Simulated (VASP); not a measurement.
A run of VASP 6.6.1:

Contents of INCAR:

```
PREC = Accurate
ENCUT = 520
EDIFF = 1E-7
ISMEAR = 0
SIGMA = 0.1
LREAL = False
LASPH = True
NELM = 150
ALGO = Normal
ISIF = 2
LWAVE = False
LCHARG = False
LMAXMIX = 4
LDAU = True
LDAUTYPE = 2
LDAUL = 2 -1
LDAUU = 6.3 0
LDAUJ = 0 0
LDAUPRINT = 1
GGA = PE
NBANDS = 34
```

Contents of KPOINTS:

```
Automatic mesh
0
Gamma
  5 5 7
```

File POSCAR:

```
MnO2
1.0
    4.3983000000      0.0000000000      0.0000000000
    0.0000000000      4.3983000000      0.0000000000
    0.0000000000      0.0000000000      2.8730000000
Mn O
2 4
Direct
    0.0000000000      0.0000000000      0.0000000000
    0.5000000000      0.5000000000      0.5000000000
    0.3051500000      0.3051500000      0.0000000000
    0.1948500000      0.8051500000      0.5000000000
    0.6948500000      0.6948500000      0.0000000000
    0.8051500000      0.1948500000      0.5000000000
```

Potentials or basis: VASP PAW PBE potentials, release 64 (Mn_pv, O).

Run with:

```console
$ cat potpaw_PBE.64/Mn_pv/POTCAR potpaw_PBE.64/O/POTCAR > POTCAR
$ mpirun -np 1 vasp_std > vasp.out
```

Hardware: 1 thread of Intel(R) Xeon(R) 6975P-C (Granite Rapids), with other jobs on the host.

Task: Estimate the wall time of this run.

Result: Run time: 36 s on 1 thread of Intel(R) Xeon(R) 6975P-C (Granite Rapids), on a shared host, peak memory 0.19 GiB. Counts: scf iterations 29, k points 24.
